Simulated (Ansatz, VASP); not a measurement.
## Two plane-wave programs on KI

POSCAR

```
KI
1.0
    4.2909401140      0.0000000000      0.0000000000
    0.0000000000      4.2909401140      0.0000000000
    0.0000000000      0.0000000000      4.2754927296
K I
1 1
Direct
    0.0000000000      0.0000000000      0.0000000000
    0.5000000000      0.5000000000      0.5000000000
```

File INCAR.step1:

```
PREC     = Accurate       # precision mode
ENCUT    = 520            # plane-wave cutoff, eV
ISMEAR   = 0              # smearing method
SIGMA    = 0.01           # smearing width, eV
LREAL    = False          # projectors in reciprocal space
LASPH    = True           # aspherical terms in the spheres
NELM     = 80             # most SCF steps
NBANDS   = 15             # bands
GGA      = PE             # functional
ALGO     = Normal         # electronic algorithm
EDIFF    = 1E-4           # SCF threshold, eV
LWAVE    = True           # write WAVECAR
LCHARG   = False          # write CHGCAR
```

File INCAR.step2:

```
PREC     = Accurate       # precision mode
ENCUT    = 520            # plane-wave cutoff, eV
EDIFF    = 1E-6           # SCF threshold, eV
ISMEAR   = 0              # smearing method
SIGMA    = 0.01           # smearing width, eV
LREAL    = False          # projectors in reciprocal space
LASPH    = True           # aspherical terms in the spheres
NELM     = 80             # most SCF steps
ALGO     = Normal         # electronic algorithm
ISIF     = 2              # what is computed and relaxed
LWAVE    = False          # write WAVECAR
LCHARG   = False          # write CHGCAR
METAGGA  = R2SCAN         # meta-GGA
LMIXTAU  = True         
NBANDS   = 15             # bands
ISTART   = 1
```

File KPOINTS:

```
Automatic mesh
0
Gamma
  6 6 6
```

Input for Ansatz:

```yaml
crystal:
  lattice:
    - [4.290940114, 0.0, 0.0]
    - [0.0, 4.290940114, 0.0]
    - [0.0, 0.0, 4.2754927296]
  atoms:
    - { symbol: K, position: [0.0, 0.0, 0.0] }
    - { symbol: I, position: [0.5, 0.5, 0.5] }
kpoints:
  mp_grid: { grid: [6, 6, 6] }
  band_path:
    path: [[0.0, 0.0, 0.0], [0.0, 0.5, 0.0], [0.5, 0.5, 0.0], [0.5, 0.5, 0.5]]
    npoints: 1
hamiltonian:
  xc: r2scan
scf:
  occupations: { method: fixed }
  n_extra_bands: 4
output:
  forces: true
  stress: true
  eigenvalues: true
  write_density: true
  write_potential: true
  elf: true
  volumetric_format: npy
```

Change from the starting cell: uniaxial_z strain -0.4%.

Alike in both runs: task single point; functional r2SCAN; k mesh 6 × 6 × 6; no spin polarisation.

|  | VASP | Ansatz |
| --- | --- | --- |
| version | VASP 6.6.1 | Ansatz 0.2.0 |
| potentials or method | VASP PAW PBE potentials, release 64 (K_sv, I) | plane waves, PAW |
| plane-wave cutoff (eV) | 520 | 500 |
| occupations | gaussian, width 0.01 eV | fixed |
| valence electrons in the cell | 16 | 26 |

|  | VASP | Ansatz | Ansatz less VASP |
| --- | --- | --- | --- |
| gap on the k mesh at the Fermi level (eV) | 4.04 | 4.04 | +0.002 |
| pressure (GPa) | 0.1 | 0.1 | +0.01 |
| largest component of the traceless stress (GPa) | 0.08 | 0.08 | 0.000 |

The two sets of potentials don't hold the same shells in valence.

Caveats: the PAW data sets were made with another functional, which shifts forces and pressure a little (VASP); spin-orbit coupling is left out, which moves the levels of the heavy elements. A k mesh can miss the band edges.
